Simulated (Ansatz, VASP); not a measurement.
One calculation of Os, two programs

```
Os
1.0
     0.00000    1.98315    1.98315
     1.98315    0.00000    1.98315
     1.98315    1.98315    0.00000
Os
1
Direct
  0.00000 0.00000 0.00000
```

Change from the starting cell: volume scaled by 1.06.

Alike in both runs: task single point; functional PBE; k mesh 12 × 12 × 12; occupations fermi-dirac, width 0.05 eV; no spin polarisation.

```csv
,VASP,Ansatz
version,VASP 6.6.1,Ansatz 0.2.0
potentials or method,"VASP PAW PBE potentials, release 64 (Os), cutoff 520 eV","all-electron LAPW, scalar-relativistic"
```

```csv
,VASP,Ansatz,Ansatz less VASP
gap on the k mesh at the Fermi level (eV),none,none,-
pressure (GPa),-27.6,-27.1,+0.50
```

A gap of «none» marks a metal or a gap that the smearing closes. Ansatz ran all-electron here, so the differences hold the error of VASP's frozen core and of both bases.

Caveats: so large a pressure means that the cell lies far from this level's equilibrium, or that cutoff or potentials fall short (VASP). Spin-orbit coupling is left out, which matters for the levels of Os.
